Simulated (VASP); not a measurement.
## Sb: relaxation of shape and atoms at fixed volume with PBE

Sb:

```
CELL_PARAMETERS angstrom
2.21894 1.28110 3.88574
-2.21894 1.28110 3.88574
0.00000 -2.56221 3.88574
ATOMIC_POSITIONS crystal
Sb 0.23272 0.23272 0.23272
Sb 0.76728 0.76728 0.76728
```

The cell isn't the ideal one: a relaxed cell with its volume scaled by 1.04.

```yaml
Program: VASP 6.6.1
Task: relaxation of shape and atoms at fixed volume
Functional: PBE
Potentials_or_basis: VASP PAW PBE potentials, release 64 (Sb)
Cutoff: 300 eV
k_mesh: 6 × 6 × 5
Occupations: methfessel-paxton, width 0.1 eV
Spin: no spin polarisation
Further_INCAR_settings: ALGO = Normal; EDIFF = 1e-07; IBRION = 2; EDIFFG = -0.01; NSW = 40; ISIF = 4
```

```json
{
 "Energy gained by relaxing": "2.8 meV/atom",
 "Ionic steps": "6",
 "Pressure after relaxing": "-1.1 GPa",
 "Band gap on the k mesh": "none (metal or under the smearing width)"
}
```

Step by step:
| step | energy change (eV) | largest force (eV/Å) | pressure (GPa) |
| --- | --- | --- | --- |
| 1 | 0.0000 | 0.1819 | -1.82 |
| 2 | -0.0030 | 0.1093 | -1.59 |
| 3 | -0.0051 | 0.0161 | -1.22 |
| 4 | -0.0051 | 0.0238 | -1.19 |
| 5 | -0.0055 | 0.0119 | -1.15 |
| 6 | -0.0056 | 0.0014 | -1.12 |

Final structure:
```
Sb
1.0
     2.20331    1.27208    3.94105
    -2.20331    1.27208    3.94105
     0.00000   -2.54416    3.94105
Sb
2
Cartesian
  0.0000 0.0000 2.7281
  0.0000 0.0000 9.0951
```

Levels at points of the mesh, in eV from the Fermi level:
| k point | band 1 | band 2 | band 3 | band 4 | band 5 | band 6 | band 7 | band 8 | band 9 |
| --- | --- | --- | --- | --- | --- | --- | --- | --- | --- |
| (0.00, 0.00, 0.00) | -12.07 | -5.21 | -1.86 | -1.58 | -1.58 | 1.80 | 2.51 | 2.51 | 5.36 |
| (0.50, 0.00, 0.00) | -9.98 | -9.17 | -1.89 | -1.83 | -0.24 | -0.19 | 0.35 | 0.87 | 7.29 |
| (0.50, 0.50, 0.00) | -10.01 | -7.95 | -4.80 | -3.29 | -3.22 | 1.70 | 4.49 | 5.32 | 6.16 |

It took 35 s on 1 thread of Intel(R) Xeon(R) Platinum 8488C (Sapphire Rapids), on a shared host, peak memory 0.15 GiB.

Spin-orbit coupling is left out, which matters for the levels of Sb.
